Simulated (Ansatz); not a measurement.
BaF$_{2}$:
```yaml
crystal:
  lattice:
    - [0.00000, 3.06890, 3.06890]
    - [3.06890, 0.00000, 3.06890]
    - [3.06890, 3.06890, 0.00000]
  atoms:
    - { symbol: Ba, position: [0.00000, 0.00000, 0.00000] }
    - { symbol: F, position: [0.25000, 0.25000, 0.25000] }
    - { symbol: F, position: [0.75000, 0.75000, 0.75000] }
```

x, y and z are the axes in which the lattice vectors are written.

Task: Give the high-frequency dielectric tensor and the Born effective charge tensors of the independent atoms from DFPT, plane-wave PAW PBEsol (Ansatz code).

Result: 
ε∞:
```
2.42  0.00  0.00
0.00  2.42  0.00
0.00  0.00  2.42
```
Z* of atom 1 (Ba), rows: field, columns: displacement, in e:
```
2.62  0.00  0.00
0.00  2.62  0.00
0.00  0.00  2.62
```
Z* of atom 2 (F), rows: field, columns: displacement, in e:
```
-1.31   0.00   0.00
 0.00  -1.31   0.00
 0.00   0.00  -1.31
```

Space group Fm-3m (fluorite). The cell was relaxed with PBEsol under the symmetry of its start. Scalar-relativistic: spin–orbit coupling is off unless named, which matters more the heavier the elements.

Potentials: the later of the program's two PAW sets.
